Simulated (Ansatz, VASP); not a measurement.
Al: VASP beside Ansatz

```xyz
1
Lattice="0.0000 1.9813 2.1794 1.9813 0.0000 2.1794 1.9813 1.9813 0.0000" Properties=species:S:1:pos:R:3 pbc="T T T"
Al    0.0000    0.0000    0.0000
```

Change from the starting cell: strain +0.1000 x Voigt [0, 0, 1, 0, 0, 0], atoms carried along.

Alike in both runs: task single point; functional PBEsol; dispersion D3(BJ); k mesh 26 × 26 × 26; occupations gaussian, width 0.15 eV; no spin polarisation.

|  | VASP | Ansatz |
| --- | --- | --- |
| version | VASP 6.6.1 | Ansatz 0.2.0 |
| potentials or method | VASP PAW PBE potentials, release 64 (Al) | scalar-relativistic, plane waves, PAW |
| plane-wave cutoff (eV) | 520 | 420 |
| valence electrons in the cell | 3 | 3 |

```csv
,VASP,Ansatz,Ansatz less VASP
gap on the k mesh at the Fermi level (eV),none,none,-
pressure (GPa),-6.4,-6.4,-0.05
largest component of the traceless stress (GPa),2.92,2.91,-0.018
```

A gap of «none» marks a metal or a gap that the smearing closes.

Caveats: the PAW data sets were made with another functional, which shifts forces and pressure a little (VASP); pairwise dispersion overbinds metals, which lowers pressure and volume.
